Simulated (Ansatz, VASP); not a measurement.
**Hf in VASP and in Ansatz**

```
Hf
1.0
    -1.73753    1.73753    1.73753
     1.73753   -1.73753    1.73753
     1.73753    1.73753   -1.73753
Hf
1
Direct
  0.00000 0.00000 0.00000
```

Change from the starting cell: volume scaled by 0.95, PAW files.

Alike in both runs: task electric field gradients; functional LDA; k mesh 14 × 14 × 14; occupations fermi-dirac, width 0.05 eV; no spin polarisation.

|  | VASP | Ansatz |
| --- | --- | --- |
| version | VASP 6.6.1 | Ansatz 0.2.0 |
| potentials or method | VASP PAW LDA potentials, release 64 (Hf_pv) | PAW with Ansatz's default frozen-core files, scalar-relativistic |
| plane-wave cutoff (eV) | 520 | 420 |
| valence electrons in the cell | 10 | 26 |

Ansatz gave:

```
pressure (GPa)                                                 : -3.1
Vzz of the field gradient on the site that differs most (V/Å²) : 0.0
```

What did VASP give for the same quantities?

Pressure (GPa): -2.9; Vzz of the field gradient on the site that differs most (V/Å²): 0.0.

The two sets of potentials don't hold the same shells in valence. Ansatz warned: «gradients_without_spin_orbit».

Spin-orbit coupling is left out, which matters for the levels of Hf.
